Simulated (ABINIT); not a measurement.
A run of ABINIT 10.8.3 (patched build) is set up as follows.

File run.abi:

```
# Pseudopotentials
pp_dirpath "./"
pseudos "V.GGA_PBE-JTH.xml"

# Structure
structure "poscar:POSCAR"
natom 1
chkprim 0
chksymtnons 0
tolsym 1.0e-6

# Plane-wave basis
ecut 15.0
pawecutdg 30.0
pawxcdev 0

# k points
kptopt 1
ngkpt 11 12 12
nshiftk 1
shiftk 0.0 0.0 0.0

# Exchange and correlation
ixc 11

# Bands and occupations
nband 11
occopt 3
tsmear 0.05 eV

# Spin
nsppol 2
spinat
     0.0000000000     0.0000000000     2.0000000000

# SCF cycle
nstep 100
tolvrs 1.0e-9

# Output
iomode 3
prtwf 0
prtden 0
prteig 0
prtebands 0
enunit 2
```

File POSCAR:

```
V
1.0
   -0.0756486300      2.0481251500      1.8548618400
    1.9021292400      0.0263380700      1.7528751400
    1.8823854000      1.9263946100      0.0460819200
V
1
Direct
    0.0000000000      0.0000000000      0.0000000000  V
```

Potentials or basis: JTH PAW PBE v2.0.

Launch:

```console
$ abinit run.abi > log 2>&1
```

Task: Estimate the pressure.

Result: 4.0 GPa.

Task: Predict the band gap on the k mesh.

Result: None (metal or under the smearing width).

Stress tensor (GPa, compression positive):
```
 8.87  1.26  0.98
 1.26 10.86 -1.55
 0.98 -1.55 -7.77
```
